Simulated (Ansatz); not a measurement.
# Stack of honeycomb AlP under honeycomb AsSb, upper layer turned by 180° in a perpendicular field, part 3 of 3

What dipole does a perpendicular field induce in the stack of honeycomb AlP under honeycomb AsSb, upper layer turned by 180°, and does the gap follow? A positive field points along +c.

Ansatz 0.2.0; plane-wave DFT, PBEsol-D3(BJ), Ansatz PAW (the session's first sound run).

So far, gap along the path (eV): step 3 (atoms held, field 0) 1.25; step 5 (field -0.1 V/Å) 1.22; step 6 (field 0.2 V/Å) 1.20; step 7 (field -0.2 V/Å) 1.17; step 8 (field 0.35 V/Å) 1.17.

### Step 9. Response, atoms held

This step: plane-wave DFT, PBEsol-D3(BJ), Ansatz PAW; response to a field along the normal, atoms held (Ansatz 0.2.0).

The dipoles give the slope, and the difference of two potentials shows where the field is screened.

This step gave:

```
equivalent conductor thickness p/(ε₀AE) : 7.486 Å
distance between the outer atoms        : 5.569 Å
```

The dipole of the cell by applied field:

```
applied field (V/Å)  dipole of the cell (e·Å)
             -0.200                   -0.0719
             -0.100                   -0.0190
              0.000                    0.0337
              0.100                    0.0864
              0.200                     0.139
              0.350                     0.218
```

Local field over the applied field, running mean. From the potentials at -0.1 and 0.1 V/Å; running mean over 2.5 Å. Local field over applied field against z:

z (Å), local field over applied field and a bar:
```
      4.5      0.998 ##############################
      5.0      0.994 ##############################
      5.5      0.982 ##############################
      6.0      0.950 #############################
      6.5      0.878 ##########################
      7.0      0.743 ######################
      7.5      0.563 #################
      8.0      0.383 ###########
      8.5      0.218 ######
      9.0      0.101 ###
      9.5      0.084 ##
     10.0      0.144 ####
     10.5      0.211 ######
     11.0      0.253 #######
     11.5      0.262 ########
     12.0      0.217 ######
     12.5      0.135 ####
     13.0      0.056 #
     13.5      0.015 
     14.0      0.024 
     14.5      0.092 ##
     15.0      0.225 ######
     15.5      0.396 ############
     16.0      0.577 #################
     16.5      0.745 ######################
     17.0      0.872 ##########################
     17.5      0.945 ############################
     18.0      0.978 #############################
     18.5      0.992 ##############################
     19.0      0.997 ##############################
```

Electrons, planar mean, per unit field. Table of induced electron density by z:

```
z (Å)  induced electron density (e/Å³ per V/Å)
 4.12                                   3.5e-6
 4.57                                   9.8e-6
 5.01                                   2.7e-5
 5.30                                   5.3e-5
 5.74                                   1.4e-4
 6.19                                   3.4e-4
 6.63                                   8.1e-4
 7.07                                  0.00175
 7.37                                  0.00265
 7.81                                  0.00377
 8.25                                  0.00297
 8.69                                   2.3e-4
 9.13                                   4.0e-5
 9.57                                   5.6e-4
 9.87                                  -8.2e-4
10.31                                 -0.00244
10.75                                 -0.00175
11.20                                  -1.0e-4
11.64                                  0.00148
11.93                                  0.00204
12.37                                  0.00132
12.82                                   7.5e-4
13.26                                   5.0e-4
13.70                                  -5.3e-5
13.99                                  -3.5e-4
14.44                                  -6.4e-4
14.88                                 -0.00131
15.32                                 -0.00277
15.76                                 -0.00332
16.20                                 -0.00231
16.50                                 -0.00155
16.94                                  -7.4e-4
17.38                                  -3.3e-4
17.82                                  -1.5e-4
18.27                                  -6.1e-5
18.56                                  -3.4e-5
19.00                                  -1.4e-5
19.44                                  -5.4e-6
```

The smaller of the gaps on the path and on the k-mesh, counted as 0 under 0.03 eV. Table of gap by applied field:

```
applied field (V/Å)  gap (eV)
             -0.200      1.17
             -0.100      1.22
              0.000      1.25
              0.100      1.23
              0.200      1.20
              0.350      1.17
```

By hand: between -0.1 and 0.1 V/Å the dipole changes by 0.1054 e·Å, a slope of 0.5270 e·Å²/V. A perfect conductor of thickness t has p = ε₀AEt, so t = 180.95 × 0.5270 / 12.738 = 7.49 Å (e/ε₀ = 180.95 V·Å, A in Å²).

The induced dipole is that of a conductor 7.49 Å thick.

### Step 10. With spin-orbit coupling

This step: plane-wave DFT, PBE, fully relativistic PAW with spin-orbit coupling (Ansatz 0.2.0).

Heavy atoms split their bands by spin-orbit coupling, so this run uses fully relativistic files and two-component states.

input.yaml reads:

```yaml
crystal:
  lattice:
    - [3.8351694096, 0.0, 0.0]
    - [-1.9175847048, 3.3213541365, 0.0]
    - [0.0, 0.0, 23.5691030317]
  atoms:
    - { symbol: P, position: [0.6666666667, 0.3333333333, 0.3818558554] }
    - { symbol: Al, position: [0.3333333333, 0.6666666667, 0.3988416293] }
    - { symbol: Sb, position: [0.6666666667, 0.3333333333, 0.5546437972] }
    - { symbol: As, position: [0.0, 0.0, 0.6181441446] }
kpoints:
  mp_grid: { grid: [12, 12, 1] }
  band_path:
    path: [[0, 0, 0], [0.5, 0, 0], [0.33333333, 0.33333333, 0], [0, 0, 0]]
    npoints: 16
hamiltonian:
  xc: pbe
  pseudopotentials: { kind: paw_fr }
magnetization:
  noncollinear: true
  spin_orbit: true
scf:
  occupations: { method: fermi_dirac, width: 0.02585 }
  convergence: { dr2_threshold: 1.0e-09 }
efield:
  axis: 3
  dipole_correction: true
  ramp_position: 0.97
  ramp_width: 0.06
  amplitude: 0
output:
  write_potential: true
  write_density: true
  volumetric_format: npy
```

Command:

```sh
$ ansatz run input.yaml --threads 2 --pin off --max-ram 3072MiB --backend cpu --events-out ev --progress --plain --runs-dir out
```

Numbers of over 12 decimals in the logs are rounded to 6 here.

The log of the run:

```text
[...]
non-collinear run that drives no moment, with spin-orbit: no starting moment large enough to seed its density (crystal.atoms[].spin), no starting occupations that ask for one, no magnetisation constraint and no magnetic field, so the semilocal B_xc is pinned to zero
Crystal: 4 atoms, lattice volume = 300.222 Å³
Basis set: ecut = 420 eV, 5839 PW (Γ)
Bands: 46, of which v1, the nominal top of the filled ones, is band 38 counted from 1 (37 counted from 0)
Symmetry: 6 space group operations + 6 with time reversal
[...]
k-points: 19 of 144 (time reversal used)
Projection manifold: j_resolved (fully-relativistic pseudo-atomic orbitals)
[...]
SCF iter   1: F=—  HF=-12637.200066 eV  |F-HF|=—  |Δ(HF+E_count)|=         —  Δρ=2.31e-2  dr2=3.10e0  dr2_m=0.00e0 (ungated)  ethr=3.10e-3  |M|=0.00e0 ∫|m|=0.00e0 μB  |m|>n=0.0e0 m-floor=0.0e0 τ_xc=0.0e0  β_m=0.30  p=0.000 e·Å  D=2.59e-9 V/Å  ΔV_dip=-0.00 eV  dr2_dipole=1.18e-2  V_vac-E_F(+/−)=5.26/5.26 eV  ⟨swp⟩=9.8  Hψ=4816  notcnv=0
[...]
spin=Noncollinear: Resta preconditioning applied to the charge; magnetization (m_x, m_y, m_z) channels mix plain (no charge-response kernel on spin).
SCF iter   2: F=—  HF=-12636.602790 eV  |F-HF|=—  |Δ(HF+E_count)|=   5.97e-1  Δρ=1.45e-2  dr2=9.31e-1  dr2_m=0.00e0 (ungated)  ethr=3.10e-3  |M|=0.00e0 ∫|m|=0.00e0 μB  |m|>n=0.0e0 m-floor=0.0e0 τ_xc=0.0e0  β_m=0.46  p=0.024 e·Å  D=1.44e-2 V/Å  ΔV_dip=-0.34 eV  dr2_dipole=1.37e-2  V_vac-E_F(+/−)=5.23/5.57 eV  ⟨swp⟩=3.0  Hψ=1471  notcnv=0  defer=56
[...]
SCF iter  11: F=-12636.362125 eV  HF=-12636.362125 eV  |F-HF|=9.26e-10  |Δ(HF+E_count)|=   4.04e-9  Δρ=3.58e-7  dr2=6.70e-10  dr2_m=0.00e0 (ungated)  ethr=2.63e-12  |M|=0.00e0 ∫|m|=0.00e0 μB  |m|>n=0.0e0 m-floor=0.0e0 τ_xc=0.0e0  p=0.034 e·Å  D=2.07e-2 V/Å  ΔV_dip=-0.49 eV  dr2_dipole=1.31e-11  V_vac-E_F(+/−)=4.61/5.10 eV  ⟨swp⟩=12.4  Hψ=4270  notcnv=0
SCF 1 converged in 11 iterations: F = -12636.362125 eV  dr2 = 6.70e-10
[...]
SCF converged after 11 iterations
Magnetization: |M| = 0.0000 μB,  M = (+0.0000, +0.0000, +0.0000) μB
Absolute magnetization: 0.0000 μB (∫|m|)
  site 0: m = (+0.0000, +0.0000, +0.0000) μB, |m| = 0.0000 μB  (R = 0.93 Å)
  site 1: m = (+0.0000, +0.0000, +0.0000) μB, |m| = 0.0000 μB  (R = 0.93 Å)
  site 2: m = (+0.0000, +0.0000, +0.0000) μB, |m| = 0.0000 μB  (R = 1.10 Å)
  site 3: m = (+0.0000, +0.0000, +0.0000) μB, |m| = 0.0000 μB  (R = 1.10 Å)
Free energy (F): -12636.362125 eV
[...]
Internal energy: -12636.362125 eV  (E = F + TS)
E sigma→0 (E₀):  -12636.362125 eV
Fermi energy:    -0.789170 eV
Dipole field:    D = 0.020670 V/Å  (p = 0.034294 e·Å, saw-weighted, corrected)
Work function:   Φ+ = 4.6126 eV   Φ− = 5.0998 eV
[...]
--- Band table (eV; the first three rows and the last of 19) ---
  k-point 0: bands = [... 34 lower, -1.5510, -1.5510, -1.3401, -1.3401, 0.2646, 0.2646, 1.4763, 1.4763, ... 4 higher]
  k-point 1: bands = [... 34 lower, -1.8430, -1.8181, -1.5972, -1.5856, 0.7965, 0.7978, 1.4824, 1.6238, ... 4 higher]
  k-point 2: bands = [... 34 lower, -2.1473, -2.1275, -1.6737, -1.6629, 0.5491, 0.5643, 1.8653, 1.9110, ... 4 higher]
  k-point 18: bands = [... 34 lower, -3.3308, -3.2805, -1.5376, -1.5295, -0.2299, -0.2006, 1.2333, 1.2879, ... 4 higher]
```

The job ended after 81 s (2 threads of Arm Neoverse V2, shared host; peak memory 1.3 GiB).

This step gave:

```
gap on the k-mesh                  : 1.110 eV
dipole along the normal            : 0.03429 e·Å
gap along the path                 : 1.110 eV
smallest direct gap along the path : 1.300 eV
step between the vacuum levels     : -0.4872 eV
ionisation energy, upper face      : 5.164 eV
electron affinity, upper face      : 4.053 eV
ionisation energy, lower face      : 5.651 eV
gap, the smaller of path and mesh  : 1.110 eV
```

Electronic bands along the path, in eV, zero at the Fermi level of the run, which the smearing sets inside the gap:

```
  point  band 35  band 36  band 37  band 38  band 39  band 40  band 41  band 42
      Γ    -0.76    -0.76    -0.55    -0.55     1.05     1.05     2.27     2.27
halfway    -1.77    -1.76    -0.94    -0.90     0.82     0.85     2.50     2.50
      M    -2.25    -2.25    -1.06    -1.06     0.75     0.75     1.57     1.57
halfway    -2.34    -2.29    -0.92    -0.91     0.90     0.94     2.15     2.25
      K    -2.54    -2.49    -0.75    -0.74     0.56     0.59     2.02     2.08
halfway    -2.24    -2.21    -0.92    -0.89     1.60     1.61     2.35     2.48
      Γ    -0.76    -0.76    -0.55    -0.55     1.05     1.05     2.27     2.27
```

The gap is 1.11 eV, with the valence edge 5.16 eV and the conduction edge 4.05 eV under the upper vacuum level.

### Step 11. With spin-orbit coupling, field -0.2 V/Å

The same in a field along the normal.

Edit input.yaml of step 10 so:

```diff
@@ -12,5 +12,3 @@
   mp_grid: { grid: [12, 12, 1] }
-  band_path:
-    path: [[0, 0, 0], [0.5, 0, 0], [0.33333333, 0.33333333, 0], [0, 0, 0]]
-    npoints: 16
+  band_path: { path: [[0, 0, 0], [0.12, 0, 0]], npoints: 24 }
 hamiltonian:
@@ -29,3 +27,3 @@
   ramp_width: 0.06
-  amplitude: 0
+  amplitude: -0.2
 output:
```

The log of the run:

```text
[...]
Crystal: 4 atoms, lattice volume = 300.222 Å³
Basis set: ecut = 420 eV, 5839 PW (Γ)
Bands: 46, of which v1, the nominal top of the filled ones, is band 38 counted from 1 (37 counted from 0)
Symmetry: 6 space group operations + 6 with time reversal
[...]
k-points: 19 of 144 (time reversal used)
[...]
k-point 1: bands = [... 34 lower, -1.9055, -1.8633, -1.6584, -1.6449, 0.7360, 0.7444, 1.4465, 1.5729, ... 4 higher]
  k-point 2: bands = [... 34 lower, -2.2056, -2.1897, -1.7205, -1.7136, 0.4877, 0.5035, 1.8649, 1.9399, ... 4 higher]
  k-point 18: bands = [... 34 lower, -3.3836, -3.3309, -1.4649, -1.4575, -0.2597, -0.2260, 1.2606, 1.3128, ... 4 higher]
[key lines of the parts left out:]
SCF converged after 11 iterations
Magnetization: |M| = 0.0000 μB,  M = (+0.0000, +0.0000, +0.0000) μB
Free energy (F): -12636.365790 eV
Fermi energy:    -0.834011 eV
Dipole field:    D = -0.042794 V/Å  (p = -0.071001 e·Å, saw-weighted, corrected)
```

It took 66 s on 2 threads; peak memory 1.3 GiB.

This step gave:

```
gap on the k-mesh                  : 1.145 eV
dipole along the normal            : -0.07100 e·Å
gap along the path                 : 1.610 eV
smallest direct gap along the path : 1.610 eV
gap, the smaller of path and mesh  : 1.145 eV
```

The dipole is -0.0710 e·Å, and the gap 1.145 eV.

### Step 12. Spin splitting near the zone centre

This step: plane-wave DFT, PBE, fully relativistic PAW with spin-orbit coupling; spin splitting near the zone centre (Ansatz 0.2.0).

Levels that meet at the zone centre are followed outwards; a split that grows in proportion to k gives the Rashba parameter as ΔE/2k.

This step gave:

| Quantity | Value |
| --- | --- |
| largest split over 2k that stays linear in k | 0.5832 eV Å |

Groups of levels that meet at the zone centre and whose split, tested at two k, grows in proportion to k or stays under 1 meV; groups that fail this test are left out. Spin splitting, by row:

```
level at the first point (eV from the Fermi level)  states  split at k = 0.028 1/A (eV)  split over 2k (eV Å)
                                            -1.292       2                      2.00e-4                     0
                                            -1.245       2                      1.00e-4                     0
                                            -1.197       2                       0.0114                0.2009
                                           -0.7792       2                       0.0331                0.5832
                                             1.039       2                       0.0167                0.2943
                                             2.331       2                       0.0326                0.5744
```

### Step 13. A changed input

This step: plane-wave DFT, PBEsol-D3(BJ), Ansatz PAW (Ansatz 0.2.0).

An input spoilt on purpose, to show how the run answers: it repeats the earlier run at 0.1 V/Å with efield.amplitude from 0.1 to 3.0, and scf.max_iter set to 100.

input.yaml, the sections that differ from step 11:

```yaml
kpoints:
  mp_grid: { grid: [12, 12, 1] }
  band_path:
    path: [[0, 0, 0], [0.5, 0, 0], [0.33333333, 0.33333333, 0], [0, 0, 0]]
    npoints: 16
hamiltonian:
  xc: pbesol
  dispersion: d3bj
scf:
  occupations: { method: fermi_dirac, width: 0.02585 }
  convergence: { dr2_threshold: 1.0e-10 }
  max_iter: 100
efield:
  axis: 3
  dipole_correction: true
  ramp_position: 0.97
  ramp_width: 0.06
  amplitude: 3.0
# crystal, output: as in step 11
# magnetization: removed
```

The log of the run:

```text
[...]
Crystal: 4 atoms, lattice volume = 300.222 Å³
Basis set: ecut = 420 eV, 5839 PW (Γ)
Bands: 23, of which v1, the nominal top of the filled ones, is band 19 counted from 1 (18 counted from 0)
Symmetry: 6 space group operations
[...]
k-points: 19 of 144 (time reversal used)
[...]
SCF iter   1: F=—  HF=-12489.801078 eV  |F-HF|=—  |Δ(HF+E_count)|=         —  Δρ=2.24e-2  dr2=3.81e0  ethr=3.10e-3  p=2.013 e·Å  D=1.21e0 V/Å  ΔV_dip=-28.60 eV  dr2_dipole=8.64e-1  V_vac-E_F(+/−)=25.05/3.43 eV  ⟨swp⟩=13.5  Hψ=3173  notcnv=0
[...]
SCF iter  14: F=-12488.627436 eV  HF=-12488.627436 eV  |F-HF|=3.09e-11  |Δ(HF+E_count)|=  4.91e-11  Δρ=4.30e-8  dr2=7.27e-12  ethr=1.00e-12  p=1.692 e·Å  D=1.02e0 V/Å  ΔV_dip=-24.04 eV  dr2_dipole=5.68e-15  V_vac-E_F(+/−)=25.05/-0.60 eV  ⟨swp⟩=6.1  Hψ=1786  notcnv=0
WARN: efield: at this solve's end the planar-averaged density reaches 1.78e-3 e/Å³ inside the ramp window [0.9276, 0.2435] (bound 1e-5 e/Å³); the window's nearer edge stands 3.26 Å from this solve's nearest atom along the axis. Its free energy, forces, stress, dipole, levels and responses can be off, and this figure does not tell by how much. The cell may have no vacuum along `efield.axis`. A short vacuum, a low `basis.ecutwfc` or `basis.ecutrho_ratio` and negative occupations (`scf.occupations.method`) can put density there. See the manual's quickstart, § The vacuum guard
SCF 1 converged in 14 iterations: F = -12488.627436 eV  dr2 = 7.27e-12
[...]
SCF converged after 14 iterations
Free energy (F): -12488.627436 eV
[...]
Internal energy: -12488.627424 eV  (E = F + TS)
E sigma→0 (E₀):  -12488.627430 eV
Entropy (-TS):   -0.000013 eV (-0.003 meV/atom)
Fermi energy:    -1.288058 eV
Dipole field:    D = 1.020073 V/Å  (p = 1.692436 e·Å, saw-weighted, corrected)
Work function:   not extracted (applied field tilts the vacuum); planar V_es + V_field profile in the machine report
[...]
Vacuum region:   at the solve's end the planar-averaged density reaches 1.78e-3 e/Å³ inside the ramp window [0.9276, 0.2435] (bound 1e-5 e/Å³)
[...]
--- Band table (eV; the first three rows and the last of 19) ---
  k-point 0: bands = [... 15 lower, -3.7937, -2.0698, -1.4660, -1.4660, -0.8953, 0.1490, 0.4914, 1.6664]
  k-point 1: bands = [... 15 lower, -3.8958, -2.3110, -1.9093, -1.6471, -0.7808, 0.4581, 0.9924, 1.5623]
  k-point 2: bands = [... 15 lower, -4.1444, -3.4143, -2.0553, -1.8261, -0.5487, 0.4472, 0.7150, 1.7309]
  k-point 18: bands = [... 15 lower, -5.4429, -3.7292, -3.3890, -2.8328, -1.0937, 0.6021, 1.2135, 2.5569]
```

Elapsed: 16 s, on 2 threads; peak memory 0.54 GiB; 31 s of CPU time.

```
                               quantity  this run  earlier run  difference
          dipole along the normal (e·Å)     1.692      0.08635         1.6
                gap along the path (eV)    0.3723        1.225       -0.85
smallest direct gap along the path (eV)    0.5707        1.315       -0.74
```

The applied field differs between the two, so the dipoles differ in any case.

Besides the dipole, what moves beyond 0.01 in its unit (for the dipole 0.5 % and 5e-5 e·Å): gap along the path (-0.853 eV) and smallest direct gap along the path (-0.744 eV).

In so strong a field the program warns of density in the ramp of the sawtooth; these numbers are not the system's.

### Step 14. Results

| Item | Value |
| --- | --- |
| gap without field | 1.25 eV |
| ionisation energy, upper face | 5.38 eV |
| electron affinity, upper face | 4.14 eV |
| step between the vacuum levels | -0.479 eV |
| equivalent conductor thickness, atoms held | 7.49 Å |
| largest split over 2k that stays linear in k at -0.2 V/Å | 0.583 eV Å |

**Reading.** The induced dipole equals that of a perfect conductor 7.49 Å thick, while the outer atoms lie 5.57 Å apart; an out-of-plane ε follows only once a thickness t is chosen, by 1 − 1/ε = 7.49 Å / t. The two faces differ: the vacuum level above lies 0.48 eV lower than the one below. The gap goes from 1.25 eV to 1.17 eV at 0.35 V/Å. With the field reversed the gap is 1.17 eV at -0.2 V/Å. Semilocal functionals give gaps that are too small, and excitons are not included. The field series itself is without spin-orbit coupling. With this functional, D3(BJ) tends to leave the relaxed cell short of measured lattice constants, by some per cent.

[Logs are printed without paths, hosts, clocks, repeated set-up lines and the standing remarks that a program may print on its own settings, such as how far it seeks lower states.]

[Hosts, paths, dates, database ids (printed as entryN), source tags and the programs' standing remarks are cut or masked in the printed files.]

[Maps of the electrostatic potential energy from Ansatz leave out the sawtooth potential of an applied field or a dipole correction, so their vacuum need not be flat; planar profiles and work functions include it.]
